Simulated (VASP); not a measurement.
# SiNi (Pmmn) in VASP: single point with PBEsol

Aim: the single point of SiNi with PBEsol.

Program: VASP 6.6.1. These are calculated values, not measurements. Logs are shortened: lines on timing, memory, paths and dates and some standing lists are left out, and cuts for length are marked.

**1. The structure**

It takes space group Pmmn (No. 59, orthorhombic). The conventional cell has a = 2.943 Å, b = 3.280 Å, c = 4.677 Å, α = 90.00°, β = 90.00°, γ = 90.00°. Si (site symmetry mm2) has 6 Ni at 2.34 to 2.37 Å and 4 Si at 2.65 Å as nearest neighbours. Ni (site symmetry mm2) has 6 Si at 2.34 to 2.37 Å and 4 Ni at 2.65 Å as nearest neighbours.

The cell is a database's computed one.

**2. Single point, PBEsol**

The input, INCAR:

```
SYSTEM = SiNi
ALGO = Fast
EDIFF = 1E-6
ENCUT = 520
GGA = PS
ISIF = 2
ISMEAR = -1
LASPH = .True.
LCHARG = .False.
LREAL = .False.
LWAVE = .False.
NBANDS = 22
NELM = 100
PREC = Accurate
SIGMA = 0.05
```

The input, KPOINTS:

```
k-points
0
Gamma
  14 12 9
  0 0 0
```

The input, POSCAR:

```
SiNi
1.0
    2.9427706600      0.0000000000      0.0000000000
    0.0000000000      3.2803255400      0.0000000000
    0.0000000000      0.0000000000      4.6774467600
Si Ni
2 2
Direct
    0.0000000000      0.0000000000      0.1568568400
    0.5000000000      0.5000000000      0.8431431600
    0.0000000000      0.0000000000      0.6575044100
    0.5000000000      0.5000000000      0.3424955900
```

Potentials or basis: VASP PAW PBE potentials, release 64 (Si, Ni).

Started as:

```console
> cat potpaw_PBE.64/Si/POTCAR potpaw_PBE.64/Ni/POTCAR > POTCAR
> mpirun -np 1 vasp_std > vasp.out
```

OUTCAR:

```text
SYSTEM = SiNi
   EDIFF = 1E-6
   ENCUT = 520
   GGA = PS
   ISIF = 2
   ISMEAR = -1
   LASPH = .True.
   LREAL = .False.
   NELM = 100
   PREC = Accurate

 ion  position               nearest neighbor table
   1  0.000  0.000  0.157-   3 2.34   3 2.34   4 2.37   4 2.37   4 2.37   4 2.37   2 2.65   2 2.65
                             2 2.65   2 2.65
   2  0.500  0.500  0.843-   4 2.34   4 2.34   3 2.37   3 2.37   3 2.37   3 2.37   1 2.65   1 2.65
                             1 2.65   1 2.65
   3  0.000  0.000  0.658-   1 2.34   1 2.34   2 2.37   2 2.37   2 2.37   2 2.37   4 2.65   4 2.65
                             4 2.65   4 2.65
   4  0.500  0.500  0.342-   2 2.34   2 2.34   1 2.37   1 2.37   1 2.37   1 2.37   3 2.65   3 2.65
                             3 2.65   3 2.65

  LATTYP: Found a simple orthorhombic cell.
 ALAT       =     2.9427706600
 B/A-ratio  =     1.1147064855
 C/A-ratio  =     1.5894703667

  Lattice vectors:

 A1 = (   2.9427706600,   0.0000000000,   0.0000000000)
 A2 = (   0.0000000000,   3.2803255400,   0.0000000000)
 A3 = (   0.0000000000,   0.0000000000,   4.6774467600)

Analysis of symmetry for initial positions (statically):
=====================================================================
 Subroutine PRICEL returns:
 Original cell was already a primitive cell.

 Routine SETGRP: Setting up the symmetry group for a
 simple orthorhombic supercell.

 Subroutine GETGRP returns: Found  8 space group operations
 (whereof  4 operations were pure point group operations)
 out of a pool of  8 trial point group operations.

The static configuration has the point symmetry C_2v.
 The point group associated with its full space group is D_2h.

Analysis of symmetry for dynamics (positions and initial velocities):
=====================================================================
 Subroutine PRICEL returns:
 Original cell was already a primitive cell.

 Routine SETGRP: Setting up the symmetry group for a
 simple orthorhombic supercell.

 Subroutine GETGRP returns: Found  8 space group operations
 (whereof  4 operations were pure point group operations)
 out of a pool of  8 trial point group operations.

The dynamic configuration has the point symmetry C_2v.
 The point group associated with its full space group is D_2h.

 Subroutine INISYM returns: Found  8 space group operations
 (whereof  4 operations are pure point group operations),
 and found     1 'primitive' translations

----------------------------------------------------------------------------------------

                                     Primitive cell

  volume of cell :      45.1525

  direct lattice vectors                    reciprocal lattice vectors
     2.942770660  0.000000000  0.000000000     0.339815812  0.000000000  0.000000000
     0.000000000  3.280325540  0.000000000     0.000000000  0.304847793  0.000000000
     0.000000000  0.000000000  4.677446760     0.000000000  0.000000000  0.213791851

  length of vectors
     2.942770660  3.280325540  4.677446760     0.339815812  0.304847793  0.213791851

  position of ions in fractional coordinates (direct lattice)
     0.000000000  0.000000000  0.156856840
     0.500000000  0.500000000  0.843143160
     0.000000000  0.000000000  0.657504410
     0.500000000  0.500000000  0.342495590

  ion indices of the primitive-cell ions
   primitive index   ion index
                 1           1
                 2           2
                 3           3
                 4           4

----------------------------------------------------------------------------------------

 KPOINTS: k-points

Automatic generation of k-mesh.
 Grid dimensions read from file:
 generate k-points for:   14   12    9

 Generating k-lattice:

  Cartesian coordinates                     Fractional coordinates (reciprocal lattice)
     0.024272558  0.000000000  0.000000000     0.071428571  0.000000000  0.000000000
     0.000000000  0.025403983  0.000000000     0.000000000  0.083333333  0.000000000
     0.000000000  0.000000000  0.023754650     0.000000000  0.000000000  0.111111111

  Length of vectors
     0.024272558  0.025403983  0.023754650

  Shift w.r.t. Gamma in fractional coordinates (k-lattice)
     0.000000000  0.000000000  0.000000000

 Subroutine IBZKPT returns following result:
 ===========================================

 Found    280 irreducible k-points:

 Following reciprocal coordinates:
            Coordinates               Weight
  0.000000  0.000000  0.000000      1.000000
  0.071429  0.000000  0.000000      2.000000
  0.142857  0.000000  0.000000      2.000000
  0.214286  0.000000  0.000000      2.000000
  0.285714  0.000000  0.000000      2.000000
  0.357143  0.000000  0.000000      2.000000
[... 16 lines left out ...]
  0.428571  0.166667  0.000000      4.000000
  0.500000  0.166667  0.000000      2.000000
 [... further k-points ...]
   k-points           NKPTS =    280   k-points in BZ     NKDIM =    280   number of bands    NBANDS=     22
   number of dos      NEDOS =    301   number of ions     NIONS =      4
   total plane-waves  NPLWV =  20736
   dimension x,y,z NGX =    24 NGY =   24 NGZ =   36
   dimension x,y,z NGXF=    48 NGYF=   48 NGZF=   72
   ions per type =               2   2
   NGX,Y,Z   is equivalent  to a cutoff of  13.56, 12.16, 12.80 a.u.
   NGXF,Y,Z  is equivalent  to a cutoff of  27.12, 24.33, 25.59 a.u.
 SYSTEM =  SiNi
   PREC   = accura    normal or accurate (medium, high low for compatibility)
   ISTART =      0    job   : 0-new  1-cont  2-samecut
   ICHARG =      2    charge: 1-file 2-atom 10-const
   ISPIN  =      1    spin polarized calculation?
   LNONCOLLINEAR =      F non collinear calculations
   LSORBIT =      F    spin-orbit coupling
   LASPH  =      T    aspherical Exc in radial PAW
   ENCUT  =  520.0 eV  38.22 Ry    6.18 a.u.   5.47  6.10  8.70*2*pi/ulx,y,z
   NELM   =    100;   NELMIN=  2; NELMDL= -5     # of ELM steps
   EDIFF  = 0.1E-05   stopping-criterion for ELM
   LREAL  =      F    real-space projection
   EDIFFG = 0.1E-04   stopping-criterion for IOM
   NSW    =      0    number of steps for IOM
   IBRION =     -1    ionic relax: 0-MD 1-quasi-New 2-CG
   NFREE  =      0    steps in history (QN), initial steepest desc. (CG)
   ISIF   =      2    stress and relaxation
   ISYM   =      2    0-nonsym 1-usesym 2-fastsym
   POTIM  = 0.5000    time-step for ionic-motion
   TEBEG  =    0.0;   TEEND  =   0.0 temperature during run
   PSTRESS=    0.0 pullay stress
   NELECT =      28.0000    total number of electrons
   NUPDOWN=      -1.0000    fix difference up-down
   EMIN   =  10.00;   EMAX   =-10.00  energy-range for DOS
   EFERMI =   0.00;   METHOD = LEGACY
   ISMEAR =    -1;   SIGMA  =   0.05  broadening in eV -4-tet -1-fermi 0-gaus
   EFERMI_NEDOS =   21; number of points for ismear=-14 and -15
   IALGO  =     68    algorithm
   IMIX   =      4    mixing-type and parameters
     AMIX     =   0.40;   BMIX     =  1.00
     AMIX_MAG =   1.60;   BMIX_MAG =  1.00
  volume/ion in A,a.u.               =      11.29        76.18
  Fermi-wavevector in a.u.,A,eV,Ry     =   1.396047  2.638147 26.517045  1.948948
  Thomas-Fermi vector in A             =   2.519440
   LORBIT       =      0    0 simple, 1 ext, 2 COOP (PROOUT), +10 PAW based schemes
   GGA     = PS    functional components
   LHFCALC =     F    Hartree Fock is set to
   AEXX    =    0.0000 exact exchange contribution
   IVDW    =     0    specifies the selected vdW correction
   LEPSILON=     F    determine dielectric tensor
   LRPA    =     F    only Hartree local field effects (RPA)
 non-spin polarized calculation
 RMM-DIIS sequential band-by-band and
  energy-cutoff  :      520.00
  volume of cell :       45.15
 maximum number of plane-waves:      1230
 NGX is ok and might be reduce to    24
   NGX = 11   NGY = 13   NGZ = 17

 number of electron      28.0000012 magnetization

 Free energy of the ion-electron system (eV)
  ---------------------------------------------------
  ext. energy  EPLUGINS =         0.00000000
  ---------------------------------------------------
  free energy    TOTEN  =       -25.96427560 eV

  energy without entropy =      -25.95462250  energy(sigma->0) =      -25.95944905

 E-fermi :  11.6266     XC(G=0): -12.7195

 val. band max:       11.6238913543   @ k =   0.0000   0.1667   0.4444
 cond. band min:      11.6305403682   @ k =   0.3571   0.3333   0.0000
 fundamental gap:      0.0066490139
 Fermi energy:        11.6266300610

 k-point     1 :       0.0000    0.0000    0.0000
  band No.  band energies     occupation
      1      -2.5076      2.00000
      2       3.3243      2.00000
      3       4.9417      2.00000
      4       7.3160      2.00000
      5       7.8164      2.00000
      6       8.6250      2.00000
[... 14 lines left out ...]
     21      19.5293      0.00000
     22      20.5373      0.00000

 k-point     2 :       0.0714    0.0000    0.0000
  band No.  band energies     occupation
      1      -2.4215      2.00000
      2       3.3903      2.00000
      3       5.0103      2.00000
      4       7.3026      2.00000
      5       7.8500      2.00000
      6       8.5603      2.00000
[... 14 lines left out ...]
     21      19.6244      0.00000
     22      20.6000      0.00000

 k-point     3 :       0.1429    0.0000    0.0000
  band No.  band energies     occupation
      1      -2.1641      2.00000
      2       3.5810      2.00000
      3       5.2114      2.00000
      4       7.1658      2.00000
      5       7.9468      2.00000
      6       8.3292      2.00000
[... 14 lines left out ...]
     21      20.1196      0.00000
     22      20.7360      0.00000
[... 476 lines left out ...]
 k-point    23 :       0.4286    0.1667    0.0000
  band No.  band energies     occupation
      1       0.8243      2.00000
      2       2.8924      2.00000
      3       5.9764      2.00000
      4       6.8439      2.00000
      5       7.0696      2.00000
      6       7.2852      2.00000
[... 14 lines left out ...]
     21      19.5515      0.00000
     22      20.5872      0.00000

 k-point    24 :       0.5000    0.1667    0.0000
  band No.  band energies     occupation
      1       1.8229      2.00000
      2       1.8229      2.00000
      3       6.4891      2.00000
      4       6.4891      2.00000
      5       7.1513      2.00000
      6       7.1513      2.00000
[... 14 lines left out ...]
     21      20.1447      0.00000
     22      20.1461      0.00000

 [... further k-points ...]

------------------------ aborting loop because EDIFF is reached ----------------------------------------

  FORCE on cell =-STRESS in cart. coord.  units (eV):
  Direction    XX          YY          ZZ          XY          YZ          ZX
  --------------------------------------------------------------------------------------
  -------------------------------------------------------------------------------------
  Total        0.2393669     -0.0375256      0.0085657      0.0000000      0.0000000      0.0000000
  in kB        8.4936131     -1.3315451      0.3039438      0.0000000      0.0000000      0.0000000
  external PRESSURE =       2.4886706 kB  Pullay stress =       0.0000000 kB

 VOLUME and BASIS-vectors are now :
 -----------------------------------------------------------------------------
  energy-cutoff  :      520.00
  volume of cell :       45.15
      direct lattice vectors                 reciprocal lattice vectors
     2.942770660  0.000000000  0.000000000     0.339815812  0.000000000  0.000000000
     0.000000000  3.280325540  0.000000000     0.000000000  0.304847793  0.000000000
     0.000000000  0.000000000  4.677446760     0.000000000  0.000000000  0.213791851

 POSITION                                       TOTAL-FORCE (eV/Angst)
 -----------------------------------------------------------------------------------
      0.00000      0.00000      0.73369         0.000000      0.000000      0.080766
      1.47139      1.64016      3.94376         0.000000      0.000000     -0.080766
      0.00000      0.00000      3.07544         0.000000      0.000000     -0.069615
      1.47139      1.64016      1.60200         0.000000      0.000000      0.069615
 -----------------------------------------------------------------------------------
    total drift:                                0.000000      0.000000     -0.000000

  FREE ENERGIE OF THE ION-ELECTRON SYSTEM (eV)
  ---------------------------------------------------
  free  energy   TOTEN  =       -25.9642756005 eV

  energy  without entropy=      -25.9546225038  energy(sigma->0) =      -25.95944905
```

Run time: 2.4 min. Hardware: 1 thread of Intel Xeon Platinum 8488C (Sapphire Rapids), shared host; peak memory 0.34 GiB.

What came out:

| Item | Value |
| --- | --- |
| Free energy | -25.9643 eV |
| Pressure | 0.2 GPa |
| Largest force | 0.081 eV/Å |
| Band gap on the k mesh | none (metal or under the smearing width) |

Forces in eV/Å, atoms in the order of the input:
```
Si   0.000  0.000  0.081
Si   0.000  0.000 -0.081
Ni   0.000  0.000 -0.070
Ni   0.000  0.000  0.070
```

Levels at points of the mesh, in eV from the Fermi level:
```tsv
k point	band 12	band 13	band 14	band 15	band 16	band 17
(0.00, 0.00, 0.00)	-2.04	-2.02	-1.34	1.28	2.76	5.22
(0.50, 0.00, 0.00)	-2.60	-1.59	-1.59	1.79	1.79	3.48
(0.00, 0.50, 0.00)	-2.26	-2.20	-2.20	1.18	1.18	5.03
(0.50, 0.50, 0.00)	-2.10	-1.59	-1.59	1.61	1.61	1.97
```

Caveat: the PAW data sets were made with another functional, which shifts forces and pressure a little.
